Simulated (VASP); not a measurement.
A run of VASP 6.6.1:

INCAR

```
PREC = Accurate ; ENCUT = 600
EDIFF = 1E-6 ; ISMEAR = -1
SIGMA = 0.05 ; LREAL = F
LASPH = T ; NELM = 60
ALGO = Normal ; ISIF = 3
LWAVE = F ; LCHARG = F
IBRION = 2 ; NSW = 40
EDIFFG = -0.005
```

The input KPOINTS:

```
regular mesh
0
Gamma
  10 10 10
```

Contents of POSCAR:

```
Au
1.0
   -1.6572690000      1.6572690000      1.6572690000
    1.6572690000     -1.6572690000      1.6572690000
    1.6572690000      1.6572690000     -1.6572690000
Au
1
Direct
    0.0000000000      0.0000000000      0.0000000000
```

Potentials or basis: VASP PAW LDA potentials, release 64 (Au).

The run is started by

```bash
$ cat potpaw_LDA.64/Au/POTCAR > POTCAR
$ mpirun -np 1 vasp_std > vasp.out
```

Hardware: 1 thread of Intel(R) Xeon(R) Platinum 8488C (Sapphire Rapids) (shared host).

Problem. How long does it take, and how much memory?

Solution. It took 21 s on 1 thread of Intel(R) Xeon(R) Platinum 8488C (Sapphire Rapids), with other jobs on the host, peak memory 0.14 GiB. Counts: scf iterations 43, k points 47, ion steps 7.
